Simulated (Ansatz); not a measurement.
## Relativistic treatment of Hg

```
CELL_PARAMETERS angstrom
2.23398 -2.04586 0.00000
2.23398 2.04586 0.00000
-0.34874 0.00000 3.03980
ATOMIC_POSITIONS crystal
Hg 0.50000 0.50000 0.50000
```

The cell is the one relaxed in the Materials Project (mp-1184569), not relaxed further here; entries there can be hypothetical.

One fixed cell is solved with PBE by PAW (frozen-core files) in Ansatz 0.2.0 under different relativistic treatments. Pressure is positive in compression.

Numerical set-up: a Γ-centred 11×11×11 k mesh, Fermi–Dirac smearing of 0.05 eV, cutoff 420 eV, no spin polarisation.

```
                 setting  P (GPa)  lowest level at Γ above −25 eV, from the valence-band top or, without a gap, the Fermi level (eV)
     scalar-relativistic     1.29                                                                                              -8.08
with spin–orbit coupling        ?                                                                                                  ?
```

(1) What belongs in the row "with spin–orbit coupling", column "lowest level at Γ above −25 eV, from the valence-band top or, without a gap, the Fermi level (eV)"?

(2) What belongs in the row "with spin–orbit coupling", column "P (GPa)"?

Results:

(1) -8.15.

(2) 0.14.
